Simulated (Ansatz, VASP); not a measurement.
Two plane-wave programs on CdSe

```
Cd Se
1.0
     0.00000    3.13049    3.13049
     3.13049    0.00000    3.13049
     3.13049    3.13049    0.00000
Cd Se
1 1
Cartesian
  0.0000 0.0000 0.0000
  1.5652 1.5652 1.5652
```

Measurements of this composition are mostly on another form, of space group No. 186.

Alike in both runs: task single point; functional revPBE; dispersion D3(BJ); k mesh 8 × 8 × 8; occupations fermi-dirac, width 0.05 eV; no spin polarisation.

```csv
,VASP,Ansatz
version,VASP 6.6.1,Ansatz 0.2.0
potentials or method,"VASP PAW PBE potentials, release 64 (Cd, Se)",Ansatz PAW
plane-wave cutoff (eV),520,420
valence electrons in the cell,18,36
```

|  | VASP | Ansatz | Ansatz less VASP |
| --- | --- | --- | --- |
| gap on the k mesh at the Fermi level (eV) | 0.56 | 0.56 | +0.003 |
| least direct gap on the mesh (eV) | 0.56 | 0.56 | +0.003 |
| pressure (GPa) | -3.3 | -3.5 | -0.21 |
| dispersion energy (meV/atom) | -551.1 | -551.2 | -0.07 |

The two sets of potentials don't hold the same shells in valence.

Caveats: the PAW data sets were made with another functional, which shifts forces and pressure a little (VASP); the PAW data sets come from PBE, with cores solved anew for the run's functional, which leaves a small shift of forces and pressure (Ansatz). A hybrid or GW would open this gap; revPBE tends to underestimate it.
